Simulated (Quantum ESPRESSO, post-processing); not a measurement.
# Ta(100) under a row of overlayers, part 2 of 2

Wanted: work-function changes of Ta(100) along a row of adsorbates.

Quantum ESPRESSO 7.5; plane-wave DFT, PBE, GBRV ultrasoft pseudopotentials.

So far. Step 10 (Self-consistent run, O overlayer): Inside the slab this potential holds the local part of the pseudopotentials, which can be repulsive at the nuclei; only its value in the vacuum has a meaning of its own. Step 11 (Projected density of states, O overlayer): The atomic orbitals miss 0.1 % of the occupied states; for empty states the projections can miss much more.

## (12) Relaxation with pw.x, S overlayer

System of this step: Ta(100), 5 layers, one monolayer of S on hollow sites. The cell holds 6 atoms: 5 Ta and 1 S. Cell: a = 3.310 Å, b = 3.310 Å, c = 25.620 Å, α = 90.0°, β = 90.0°, γ = 90.0°. It derives from Ta. Vacuum lies along c.

Contents of S.relax.in:

```
&control
  prefix = 'S.relax'
  outdir = './out'
  pseudo_dir = './pseudo'
  nstep = 40
  forc_conv_thr = 0.001
  calculation = 'relax'
/
&system
  ibrav = 0
  nat = 6
  ntyp = 2
  ecutwfc = 40
  ecutrho = 200
  occupations = 'smearing'
  smearing = 'mv'
  degauss = 0.02
/
&electrons
  conv_thr = 1e-07
  mixing_beta = 0.4
  electron_maxstep = 120
  mixing_mode = 'local-TF'
/
&ions
/
ATOMIC_SPECIES
  Ta  180.9479  ta_pbe_v1.uspp.F.UPF
  S   32.0600  s_pbe_v1.4.uspp.F.UPF
CELL_PARAMETERS angstrom
  3.31000000000000 0.00000000000000 0.00000000000000
  0.00000000000000 3.31000000000000 0.00000000000000
  0.00000000000000 0.00000000000000 25.62000000000000
ATOMIC_POSITIONS crystal
  Ta  0.000000000000 0.000000000000 0.323965651835 0 0 0
  Ta  0.500000000000 0.500000000000 0.388563622170 0 0 0
  Ta  0.000000000000 0.000000000000 0.453161592506 0 0 0
  Ta  0.500000000000 0.500000000000 0.517759562842
  Ta  0.000000000000 0.000000000000 0.582357533177
  S   0.500000000000 0.500000000000 0.638710477979
K_POINTS automatic
  8 8 1 0 0 0
```

Started as:

```console
$ OMP_NUM_THREADS=1 mpirun -n 4 pw.x -nk 4 -in S.relax.in > S.relax.out
```

The job ended after 8.9 min (4 MPI ranks of Arm Neoverse V1, shared host; peak memory 1.1 GiB; 35 min of CPU time).

Step by step:

```tsv
step	energy less that of the first step (eV)	largest force (eV/Å)
1	0.0000	2.2897
2	-0.1592	1.9978
3	-0.2950	1.6336
4	-0.4258	0.9665
5	-0.4692	0.5222
6	-0.4745	0.3915
7	-0.4803	0.2879
8	-0.4889	0.2497
9	-0.5000	0.2316
10	-0.5107	0.2358
11	-0.5140	0.1730
12	-0.5153	0.0987
13	-0.5157	0.0103
```

The atoms that moved most (Å):

```tsv
atom	dx	dy	dz	length
S6	0.000	0.000	-0.386	0.386
Ta5	0.000	0.000	0.014	0.014
Ta4	0.000	0.000	-0.013	0.013
```

The relaxation lowers the energy by 86 meV an atom. On the free atoms the largest force ends at 0.010 eV/Å.

Read from the output:

| Quantity | Value |
| --- | --- |
| free energy | -9979.5420 eV |
| Fermi energy | 4.345 eV |

## (13) Self-consistent run, S overlayer

Contents of S.esm.in:

```
&control
  prefix = 'S.esm'
  outdir = './out'
  pseudo_dir = './pseudo'
  calculation = 'scf'
  tprnfor = .true.
/
&system
  ibrav = 0
  nat = 6
  ntyp = 2
  ecutwfc = 40
  ecutrho = 200
  occupations = 'smearing'
  smearing = 'mv'
  degauss = 0.02
  assume_isolated = 'esm'
  esm_bc = 'bc1'
/
&electrons
  conv_thr = 1e-07
  mixing_beta = 0.4
  electron_maxstep = 120
  mixing_mode = 'local-TF'
/
ATOMIC_SPECIES
  Ta  180.9479  ta_pbe_v1.uspp.F.UPF
  S   32.0600  s_pbe_v1.4.uspp.F.UPF
CELL_PARAMETERS angstrom
  3.31000000000000 0.00000000000000 0.00000000000000
  0.00000000000000 3.31000000000000 0.00000000000000
  0.00000000000000 0.00000000000000 25.62000000000000
ATOMIC_POSITIONS crystal
  Ta  0.000000000000 0.000000000000 -0.149847899550
  Ta  0.500000000000 0.500000000000 -0.085249929150
  Ta  0.000000000000 0.000000000000 -0.020651958850
  Ta  0.500000000000 0.500000000000 0.043437589550
  Ta  0.000000000000 0.000000000000 0.109091004050
  S   0.500000000000 0.500000000000 0.149847899550
K_POINTS automatic
  8 8 1 0 0 0
```

Started as:

```console
$ OMP_NUM_THREADS=1 mpirun -n 4 pw.x -nk 4 -in S.esm.in > S.esm.out
```

Run time: 2.7 min. Hardware: 4 MPI ranks; peak memory 1 GiB; 11 min of CPU time.

Read from the output:

| Quantity | Value |
| --- | --- |
| free energy | -9979.5422 eV |
| Fermi energy | -3.927 eV |
| vacuum line at the lower end of the cell, over the Fermi level | 3.953 eV |
| vacuum line at the upper end of the cell, over the Fermi level | 3.901 eV |

Electrostatic potential energy of an electron; zero at the Fermi level. Potential energy, planar mean against z:

z (Å), potential energy, planar mean (eV) and a bar from the least value:
```
    -12.5        4.0 ##############################
    -12.0        4.0 ##############################
    -11.5        4.0 ##############################
    -11.0        4.0 ##############################
    -10.5        4.0 ##############################
    -10.0        4.0 ##############################
     -9.5        4.0 ##############################
     -9.0        4.0 ##############################
     -8.5        4.0 ##############################
     -8.0        3.9 ##############################
     -7.5        3.9 ##############################
     -7.0        3.9 ##############################
     -6.5        3.8 ##############################
     -6.0        3.5 #############################
     -5.5        2.7 ############################
     -5.0        0.4 ########################
     -4.5       -3.9 #################
     -4.0       -5.2 ###############
     -3.5       -5.8 ##############
     -3.0       -6.2 #############
     -2.5       -5.2 ###############
     -2.0       -5.1 ###############
     -1.5       -6.0 #############
     -1.0       -5.5 ##############
     -0.5       -4.8 ###############
      0.0       -5.7 ##############
      0.5       -6.0 #############
      1.0       -5.0 ###############
      1.5       -5.3 ###############
      2.0       -6.3 #############
      2.5       -6.7 ############
      3.0       -8.2 ##########
      3.5      -14.0 
      4.0      -12.2 ###
      4.5       -1.6 #####################
      5.0        2.8 ############################
      5.5        3.7 ##############################
      6.0        3.9 ##############################
      6.5        3.9 ##############################
      7.0        3.9 ##############################
      7.5        3.9 ##############################
      8.0        3.9 ##############################
      8.5        3.9 ##############################
      9.0        3.9 ##############################
      9.5        3.9 ##############################
     10.0        3.9 ##############################
     10.5        3.9 ##############################
     11.0        3.9 ##############################
     11.5        3.9 ##############################
     12.0        3.9 ##############################
     12.5        3.9 ##############################
```

The covered face stands at 3.90 eV against 3.75 eV when clean.

Inside the slab this potential holds the local part of the pseudopotentials, which can be repulsive at the nuclei; only its value in the vacuum has a meaning of its own.

## (14) Projections on atomic orbitals, S overlayer

Contents of S.pdos.in:

```
&projwfc
  prefix = 'S.esm'
  outdir = './out'
  filpdos = 'S.pdos'
  Emin = -11.927
  Emax = 0.073
  DeltaE = 0.1
  ngauss = 0
  degauss = 0.01
/
```

Started as:

```console
$ OMP_NUM_THREADS=1 mpirun -n 4 projwfc.x -in S.pdos.in > S.pdos.out
```

Wall time 1.9 s (4 MPI ranks); peak memory 0.17 GiB.

Numbers from this step:

| Item | Value |
| --- | --- |
| spilling of the projection | 0.0016 |

Projected DOS an atom over height of the atomic layer and energy from the Fermi level. Columns are the atomic layers from the bottom up.

Values in states/eV, 22 rows by 6 columns, each cell a mean:
```
1.99 0.50 0.51 0.52 1.05 0.24
2.57 0.72 0.55 0.67 1.25 0.20
2.37 0.94 0.62 0.91 1.08 0.18
1.20 0.81 0.69 0.82 0.66 0.09
1.62 1.12 1.41 1.19 1.00 0.14
1.57 1.53 2.08 1.34 0.71 0.10
1.46 1.41 1.51 1.15 0.78 0.15
1.32 1.26 0.85 1.29 1.14 0.24
0.49 0.67 0.56 1.13 0.89 0.16
0.79 1.21 0.89 0.82 0.58 0.24
1.11 1.24 1.08 0.77 0.38 0.40
0.53 0.63 0.59 0.56 0.33 0.41
0.41 0.73 0.68 0.56 0.33 0.46
0.27 0.35 0.33 0.42 0.90 1.62
0.24 0.35 0.33 0.37 0.43 1.13
0.11 0.14 0.15 0.23 0.46 0.96
0.10 0.16 0.20 0.26 0.61 1.07
0.12 0.15 0.12 0.14 0.56 1.04
0.03 0.05 0.09 0.20 0.55 0.91
0.04 0.08 0.10 0.17 0.37 0.55
0.03 0.05 0.06 0.12 0.27 0.40
0.00 0.00 0.00 0.02 0.06 0.08
```
Columns: height of the atomic layer (Å) from -3.84 to 3.84 (not evenly spaced); rows upwards: energy from the Fermi level (eV) from -8.00 to 1.20.

The atomic orbitals miss 0.2 % of the occupied states; for empty states the projections can miss much more.

## (15) The series side by side

Against the clean face, with Pauling's electronegativity for orientation:

```tsv
overlayer	electronegativity	height over the top plane (Å)	change of work function (eV)
H	2.2	0.54	-0.13
O	3.44	0.56	-0.48
S	2.58	1.04	+0.15
```

All levels:

```tsv
level	covered face (eV)	bare face (eV)	CPU time (s)
clean	3.749	3.982	547.5
H	3.62	3.973	484.7
O	3.271	3.959	686
S	3.901	3.953	646.9
```

## (16) Worked from the printed numbers

Under O the faces differ by -0.69 eV. By the Helmholtz relation p = −Δφ A/180.95 = +0.0417 e Å a cell, or +0.20 D.

## (17) Summary of results

| Property | Result |
| --- | --- |
| work function of the clean face | 3.75 eV |
| change under H | -0.13 eV |
| change under O | -0.48 eV |
| change under S | +0.15 eV |

On a clean face of 3.75 eV the changes run from -0.48 eV (O) to +0.15 eV (S) (PBE, GBRV ultrasoft). Electronegativity alone doesn't order the changes: height, charge transfer and the push-back of the metal's own spill-out all enter the dipole. Of 4 overlayers planned, 3 are shown; the others were not run or did not converge. O lowers the work function although electronegative. The bare face moves by 0.03 eV over the row; it should not move at all, so the changes above are uncertain by about as much. Full 1×1 monolayers on one site are model structures; at this coverage neighbours depolarise each other, and real layers may take other sites or reconstruct. The upper layers were relaxed under PBE at the tabulated lattice constant. Spin-orbit coupling is left out; depending on the atoms that carry the levels of interest, it can split and shift them by tenths of an eV to an eV or more.

Comparison with the measured values:

| quantity | measured | PBE, GBRV ultrasoft, clean |
| --- | --- | --- |
| work function (clean (100) face) (eV) | 4.1 | 3.75 (-0.35 eV) |

Measured values from arxiv:1902.07811 (2019).

How well it matches: The work function is off by -0.35 eV: a clear miss. The grades are ours: good and fair within 3 and 7 % for the work function. Other measurements of the same face can differ from the value quoted by 0.1 to 0.2 eV.

[Logs are printed without paths, hosts, clocks, repeated set-up lines and the standing remarks that a program may print on its own settings, such as how far it seeks lower states.]

[Hosts, paths, dates, database ids (printed as entryN), source tags and the programs' standing remarks are cut or masked in the printed files.]

[Maps of the electrostatic potential energy from Ansatz leave out the sawtooth potential of an applied field or a dipole correction, so their vacuum need not be flat; planar profiles and work functions include it.]
